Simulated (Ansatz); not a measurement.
## InGaAs2 under changes of volume

One of the cells (26.607 Å³/atom); the others are scaled copies at fixed shape and fractional positions:

```xyz
4
Lattice="4.2250 0.0000 0.0000 0.0000 4.2250 0.0000 0.0000 0.0000 5.9621" Properties=species:S:1:pos:R:3 pbc="T T T"
In    0.0000    0.0000    2.9811
As    0.0000    2.1125    1.3804
As    2.1125    0.0000    4.5818
Ga    2.1125    2.1125    0.0000
```

The cell comes from a database or a generator and needn't be the stable form of this composition.

| Item | Value |
| --- | --- |
| Program | Ansatz 0.2.0 |
| Functional | LDA |
| Potentials or basis | Ansatz PAW |
| Cutoff | 420 eV (not typed: the program's choice for these potentials) |
| k mesh | 6 × 6 × 5 |
| Occupations | fermi-dirac, width 0.05 eV |
| Spin | no spin polarisation |

| volume (Å³/atom) | energy over the lowest point (meV/atom) | pressure (GPa) | largest force (eV/Å) |
| --- | --- | --- | --- |
| 25.011 | 0.00 | -1.0 | 0.084 |
| 25.543 | 5.41 | -2.2 | 0.060 |
| 26.075 | 14.67 | -3.3 | 0.038 |
| 26.607 | ? | ? | ? |
| 27.139 | 42.98 | -5.1 | 0.001 |
| 27.671 | 61.28 | -5.9 | 0.016 |
| 28.203 | 81.89 | -6.5 | 0.031 |

Task: What does the run at 26.607 Å³/atom give?

Result: Energy over the lowest point 27.33 meV/atom; pressure -4.3 GPa; largest force 0.019 eV/Å.

Worked out: A Birch-Murnaghan fit of order 3 (a polynomial in V^(-2/3)) to the other rows has its minimum at 24.62 Å³/atom, just outside them, with B0 = V·E''(V) = 67 GPa and B' = 4.8 at fixed shape and positions, which overstates the stiffness. It gives 27.33 meV/atom at 26.607 Å³/atom, against the run's 27.33, and -dE/dV = -4.3 GPa, against -4.3.

Energies are extrapolated to zero smearing.

Caveats: the PAW data sets come from PBE, with cores solved anew for the run's functional, which leaves a small shift of forces and pressure.
